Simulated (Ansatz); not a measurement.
Computed with Ansatz, DFT PBE, scalar-relativistic, plane waves, PAW. Settings: cutoff 420 eV, Γ-centred meshes spaced at most about 0.3 Å⁻¹, and about 0.25 Å⁻¹ or finer for metals (2π included), Gaussian smearing. No spin polarisation in the final relaxations.

These are static total energies at zero pressure.

Compare these two cells of RbH2, each relaxed at this level.

1. Space group Cccm (No. 66), orthorhombic, a = 9.009 Å, b = 9.293 Å, c = 5.170 Å. Rb has 4 H at 3.24 Å and 4 H at 3.75 Å; around H lie 1 H at 0.77 Å, 2 H at 2.59 Å, 2 H at 2.70 Å, 2 Rb at 3.24 Å and 2 Rb at 3.75 Å.

2. Space group P4_2/mnm (No. 136), tetragonal, a = 5.921 Å, c = 7.121 Å. Rb is surrounded by 4 H at 3.58 Å, 2 H at 3.81 Å, 4 H at 4.20 Å and 2 H at 4.57 Å; H is surrounded by 1 H at 0.76 Å, 2 Rb at 3.58 Å, 1 Rb at 3.81 Å, 2 Rb at 4.20 Å and 1 Rb at 4.57 Å.

**Question.** Which is lower in energy, and by how much?

**Answer.** Cell 1 is lower, by 57 meV/atom. Cell 1 has space group Cccm (No. 66), 36.1 Å³/atom and no gap on its mesh; cell 2 has space group P4_2/mnm (No. 136), 41.6 Å³/atom and no gap. Counting H atoms around Rb (those within 1.25 times the shortest such distance or 1.15 times the sum of covalent radii, 1.27 where that leaves under three; a plus sign parts nearer from farther groups), cell 1 has Rb 4+4 and cell 2 has Rb 6+4. Cell 1 and cell 2 both hold H–H pairs as short as in free H₂ molecules. The denser one is the lower, and pressure would at first widen the difference. Even the lower one lies +0.05 eV/atom against the reference forms of the elements (uncorrected), a margin that errors in the energy of the gaseous reference can exceed. Both come from invented guesses.

With hydrogen, zero-point motion can shift such differences by 10 meV/atom or more. Cells relaxed within their symmetry can be saddle points.
